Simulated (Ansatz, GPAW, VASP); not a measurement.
**One calculation of Hf, 3 ways**

```xyz
2
Lattice="3.1967 0.0000 0.0000 -1.5983 2.7684 0.0000 0.0000 0.0000 5.0578" Properties=species:S:1:pos:R:3 pbc="T T T"
Hf    1.5984    0.9228    3.7934
Hf    0.0000    1.8456    1.2645
```

Alike in all runs: task band structure; functional revPBE; k mesh 10 × 10 × 5; occupations fermi-dirac, width 0.05 eV; no spin polarisation; no spin-orbit coupling. Pressure is positive in compression and, in plane waves, holds the error of the finite cutoff.

```json
{"program and potentials": "Ansatz, all-electron LAPW, scalar-relativistic", "plane-wave cutoff (eV)": "-", "notes": "-", "band gap (eV)": "no gap", "pressure (GPa)": "2.68"}
{"program and potentials": "GPAW, the program's PAW data sets (release 1.2.1) made for this functional", "plane-wave cutoff (eV)": "600", "notes": "12 valence electrons an atom on average", "band gap (eV)": "no gap", "pressure (GPa)": "3.02"}
{"program and potentials": "VASP, PBE PAW files Hf_pv, 520 eV", "plane-wave cutoff (eV)": "520", "notes": "potentials made for PBE; 10 valence electrons an atom on average", "band gap (eV)": "no gap", "pressure (GPa)": "2.19"}
```

None finds a gap. The pressure spans 2.19 (VASP, PBE PAW files Hf_pv, 520 eV) to 3.02 GPa (GPAW, the program's PAW data sets (release 1.2.1) made for this functional), with all-electron results at 2.68.

Differences between rows come from potentials, basis sets and numerical settings, since the functional is the same but for its coding. Runs on potential files found faulty are left out.

All three calculations describe hafnium as a metal, as expected for a group 4 element. Its few valence electrons only partly fill broad, overlapping 5d and 6s bands. An even electron count per cell would allow a gap in principle, but the band overlap prevents one.

The pressure is positive in every run, so the cell is probably somewhat smaller than the one revPBE itself would prefer. This fits the functional's known character: its stronger gradient enhancement favours inhomogeneous densities, which weakens bonding and tends to expand lattices relative to PBE. The all-electron value of 2.68 GPa lies between the two plane-wave results, so the sign of the pressure is more secure than its exact size; the different treatment of the semicore electrons may contribute to the spread. A single pressure doesn't show whether the axial ratio is at equilibrium, since stresses along and perpendicular to the hexagonal axis could differ appreciably and still give the same average.
